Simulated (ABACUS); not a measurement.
Crystal: Br.

```
Br
1.0
    -1.28677    1.72000    3.57799
     1.28677   -1.72000    3.57799
     1.28677    1.72000   -3.57799
Br
1
Cartesian
  0.0000 0.0000 0.0000
```

| Item | Value |
| --- | --- |
| Program | ABACUS 3.10.1 |
| Task | single point |
| Functional | PBE |
| Potentials or basis | PseudoDojo NC SR 0.4.1 PBE standard |
| Cutoff | 639 eV |
| Density cutoff | 2558 eV |
| Basis | plane waves |
| k mesh | 13 × 13 × 13 |
| Occupations | fermi-dirac, width 0.05 eV |
| Spin | no spin polarisation |

On this cell: pressure 1.1 GPa; band gap on the k mesh none (metal or under the smearing width).

The same run follows on a disturbed copy (cell strained at random at fixed volume):

```
CELL_PARAMETERS angstrom
-1.29089 1.68969 3.57066
1.27938 -1.74206 3.59169
1.29557 1.74556 -3.59583
ATOMIC_POSITIONS crystal
Br 0.99744 0.98278 0.98644
```

Problem. What does the disturbed cell give?

Solution. The energy (extrapolated to zero smearing) moves by +0.1 meV/atom; pressure 1.1 GPa; band gap on the k mesh none (metal or under the smearing width).

Stress tensor (GPa, compression positive):
```
 0.83 -0.02  0.01
-0.02  1.20  0.04
 0.01  0.04  1.13
```

Caveats: an odd number of electrons without spin polarisation forces a metal; a magnetic or distorted state may lie lower.
